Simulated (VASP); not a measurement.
## Results of a VASP single-point calculation on SrO (strained rocksalt)

POSCAR

```
Sr O
 1.0000000000000000
     0.0000000000000000    2.6830880188999999    2.6830880188999999
     2.6830880188999999    0.0000000000000000    2.6830880188999999
     2.6830880188999999    2.6830880188999999    0.0000000000000000
 Sr  O
   1   1
Cartesian
  0.0000000000000000  0.0000000000000000  0.0000000000000000
  2.6830880188999999  2.6830880188999999  2.6830880188999999
```

```
gap between bands v and c : 3.14 eV
least direct gap          : 3.14 eV
```

Band v is the last that the valence electrons fill when counted band by band, and c is the next. Levels in eV from the top of v:

| point | v−1 | v | c | c+1 |
| --- | --- | --- | --- | --- |
| Γ | 0.00 | 0.00 | 3.14 | 5.91 |
| X | -0.15 | -0.15 | 3.30 | 6.88 |
| K | -0.60 | -0.51 | 4.58 | 7.24 |
| L | -0.91 | -0.91 | 6.00 | 7.46 |
| W | -0.53 | -0.53 | 5.65 | 5.65 |

Question: Which of these levels of theory gave these results?
A. PBEsol
B. LDA
C. PBE0
D. PBE
E. PBE with spin–orbit coupling
F. HSE06
G. r²SCAN

Answer: D.

The INCAR was:

```
LCHARG = .TRUE.
ISMEAR = -1
NELM = 120
NSW = 0
ENCUT = 520
ISIF = 2
IBRION = -1
EDIFF = 1E-7
LWAVE = .FALSE.
PREC = Accurate
GGA = PE
LREAL = .FALSE.
LELF = .TRUE.
NBANDS = 15
SIGMA = 0.02
LASPH = .TRUE.
```
